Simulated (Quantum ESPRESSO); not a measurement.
TaN under changes of volume

One of the cells (10.776 Å³/atom); the others are scaled copies at fixed shape and fractional positions:

```
Ta N
1.0
     2.93800    0.00000    0.00000
    -1.46900    2.54438    0.00000
     0.00000    0.00000    2.88300
Ta N
1 1
Direct
  0.00000 0.00000 0.50000
  0.66667 0.33333 0.00000
```

- Program: Quantum ESPRESSO 7.5
- Functional: LDA
- Potentials or basis: GBRV 1.5 LDA
- Cutoff: 762 eV
- Density cutoff: 6095 eV
- k mesh: 10 × 10 × 9
- Occupations: fermi-dirac, width 0.05 eV
- Spin: no spin polarisation

```tsv
volume (Å³/atom)	energy over the lowest point (meV/atom)	pressure (GPa)
10.129	11.06	12.5
10.345	0.00	3.7
10.560	0.10	-4.1
10.776	10.25	-11.2
10.991	29.38	-17.5
11.207	56.54	-23.1
11.422	?	?
```

Question: What does the run at 11.422 Å³/atom give?

Answer: Energy over the lowest point 90.91 meV/atom; pressure -28.2 GPa.

Worked out: A Birch-Murnaghan fit of order 3 (a polynomial in V^(-2/3)) to the other rows has its minimum at 10.45 Å³/atom with B0 = V·E''(V) = 382 GPa and B' = 4.4 at fixed shape and positions, which overstates the stiffness. It gives 90.80 meV/atom at 11.422 Å³/atom, against the run's 90.91, and -dE/dV = -28.0 GPa, against -28.2.

Energies are extrapolated to zero smearing.
